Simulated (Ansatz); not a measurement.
Runs of Ansatz 0.2.0 on Rh. The structure is cubic, space group Fm-3m (No. 225). The conventional cell has a = 3.796 Å, b = 3.796 Å, c = 3.796 Å, α = 90.00°, β = 90.00°, γ = 90.00°. Around Rh (site symmetry m-3m) lie 12 Rh at 2.68 Å. 

```csv
task,level,cell,k mesh,cutoff (eV),smearing,phonon path,basis error allowed,mesh quality,gap on the mesh (eV),pressure (GPa),relaxed volume (Å³/atom)
single point,PBE,as given,12 × 12 × 12,278,gaussian 0.021 eV,-,0.001 eV/atom,not flagged,none,7.2,-
band structure,PBEsol,as given,9 × 9 × 9,278,fermi-dirac 0.05 eV,-,0.001 eV/atom,coarse,-,-3.5,-
relaxation of cell and atoms,PBEsol,relaxed,12 × 12 × 12,-,fermi-dirac 0.05 eV,-,0.001 eV/atom,not flagged,-,0.0,(a)
single point,PBE,as given,5 × 5 × 5,258,fermi-dirac 0.02 eV,-,0.002 eV/atom,coarse,none,(b),-
relaxation of cell and atoms,BLYP,relaxed,12 × 12 × 12,-,fermi-dirac 0.05 eV,-,0.001 eV/atom,not flagged,-,0.0,14.81
relaxation of cell and atoms,RPBE,relaxed,12 × 12 × 12,-,fermi-dirac 0.05 eV,-,0.001 eV/atom,not flagged,-,0.0,14.29
single point,PBE,as given,12 × 12 × 12,278,gaussian 0.018 eV,-,0.001 eV/atom,not flagged,none,7.2,-
```

Alike in all rows: potentials or basis all-electron LAPW, scalar-relativistic; no spin polarisation.

Task: Estimate the missing entries.

Result: (a) 13.49; (b) 10.0.

Caveats: some runs use coarse meshes; the k mesh is thin for a metal, which can move the energy by tens of meV per atom (some runs).

A k mesh can miss the band edges, and the runs leave out spin-orbit coupling on Rh.

A gap of «none» marks a metal or a gap under the smearing width.

Not every run made on this cell is shown here.
